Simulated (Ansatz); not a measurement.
A 2-atom cell of SrO started from a crystallographic database was put through Ansatz (plane waves). The cell was relaxed beforehand with r2SCAN.

The cell:
```
CELL_PARAMETERS angstrom
0.00000 2.57989 2.57989
2.57989 0.00000 2.57989
2.57989 2.57989 0.00000
ATOMIC_POSITIONS crystal
Sr 0.50000 0.50000 0.50000
O 0.00000 0.00000 0.00000
```

Abridged output:
```
Functional definition: PBE
Crystal: 2 atoms, lattice volume = 34.343 Å³
Basis set: ecut = 420 eV, 645 PW (Γ)
Bands: 12, of which v1, the nominal top of the filled ones, is band 8 counted from 1 (7 counted from 0)
Symmetry: 48 space group operations
k-points: 59 of 512 (irreducible under 8 space group operations, time reversal used)
SCF 1 converged in 9 iterations: F = -4114.624809 eV  dr2 = 9.78e-11
SCF 1 converged in 4 iterations: F = -4114.626719 eV  dr2 = 2.38e-8
SCF converged after 9 iterations
Free energy (F): -4114.624809 eV
Fermi energy:    7.824548 eV
--- Per-component energies (eV) ---
  E_band       = -59.927231
  E_kinetic    = 422.886357
  E_local      = -868.923364
  E_nonlocal   = 250.145005
  E_hartree    = 235.492438
  E_xc         = -249.355666
  E_vxc        = -259.140562
  E_paw        = -2852.329691
  E_vpaw       = -75.882130
  E_ewald      = -1052.542293
--- Band table (eV; the first three rows and the last of 59) ---
  k-point 0: bands = […, -6.1689, -6.1689, -6.1689, 7.8245, 7.8245, 7.8245, 11.7576, 14.0611, 14.0611, 14.0611]
  k-point 1: bands = […, -6.1808, -6.1808, -5.8591, 7.3799, 7.6360, 7.6360, 12.4500, 13.9010, 14.3596, 14.3596]
  k-point 2: bands = […, -6.2092, -6.2092, -5.4163, 6.5727, 7.2285, 7.2285, 13.7971, 13.9989, 15.1722, 15.1722]
  k-point 58: bands = […, -6.8213, -6.8213, -5.6032, 6.7319, 7.3995, 7.3995, 13.8406, 13.8406, 16.4121, 18.9057]
--- Dielectric response (ions clamped): 3 representative field directions + reference, inside a basis on a mesh of 512 k-points ---
  ε∞ (high-frequency dielectric tensor):
        3.793979     0.000000     0.000000
        0.000000     3.793979     0.000000
        0.000000     0.000000     3.793979
  Born effective charges Z* (e; rows j = field, columns β = displacement):
    site 0:
         2.44677    0.00000    0.00000
         0.00000    2.44677    0.00000
         0.00000    0.00000    2.44677
    site 1:
        -2.44677    0.00000    0.00000
         0.00000   -2.44677    0.00000
         0.00000    0.00000   -2.44677
  ε∞ is read to err by 9.3e-3, Z* by 1.2e-2 e
```

Q: What input produced it? Give the YAML.

A:
```yaml
crystal:
  # lattice and atoms as above
kpoints:
  mp_grid: { grid: [8, 8, 8] }
hamiltonian:
  xc: pbe
scf:
  occupations: { method: fixed }
dielectric: {}
```
A response with clamped ions alone is the dielectric block. Keys that aren't typed take their defaults; thresholds and the kind of smearing can't be read off these lines.

Run as `ansatz run input.yaml --threads 2 --pin off --max-ram 2211MiB --backend cpu --events-out ev --progress --plain --runs-dir out`. Wall time 6 s on 2 threads of Intel(R) Xeon(R) 6975P-C (Granite Rapids), on a shared host; peak host memory 0.49 GiB.

(Simulation; spin polarisation is off.)
